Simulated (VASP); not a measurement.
A run of VASP 6.6.1 is set up as follows.

Contents of INCAR:

```
SYSTEM = Y
ALGO     = Normal         ! electronic algorithm
DIPOL    = 0.5 0.5 0.294
EDIFF    = 1E-7           ! SCF threshold, eV
ENCUT    = 520            ! plane-wave cutoff, eV
GGA      = PE             ! functional
IDIPOL   = 3            
ISIF     = 2              ! what is computed and relaxed
ISMEAR   = -1             ! smearing method
LASPH    = .TRUE.         ! aspherical terms in the spheres
LCHARG   = .FALSE.        ! write CHGCAR
LDIPOL   = .TRUE.       
LREAL    = .FALSE.        ! projectors in reciprocal space
LWAVE    = .FALSE.        ! write WAVECAR
NBANDS   = 12             ! bands
NELM     = 80             ! most SCF steps
PREC     = Accurate       ! precision mode
SIGMA    = 0.05           ! smearing width, eV
```

The input KPOINTS:

```
k-points
0
G
  8 8 1
  0 0 0
```

File POSCAR:

```
Y
1.0
    3.2153300000      0.0000000000      0.0000000000
    0.0000000000      3.2153300000      0.0000000000
    0.0000000000      0.0000000000     23.8000000000
Y
1
Direct
    0.5000000000      0.5000000000      0.2941200000
```

Potentials or basis: VASP PAW PBE potentials, release 64 (Y_sv).

Command:

```bash
$ cat potpaw_PBE.64/Y_sv/POTCAR > POTCAR
$ mpirun -np 1 vasp_std > vasp.out
```

(1) Estimate the band gap on the k mesh.

Results:

(1) none (metal or under the smearing width).
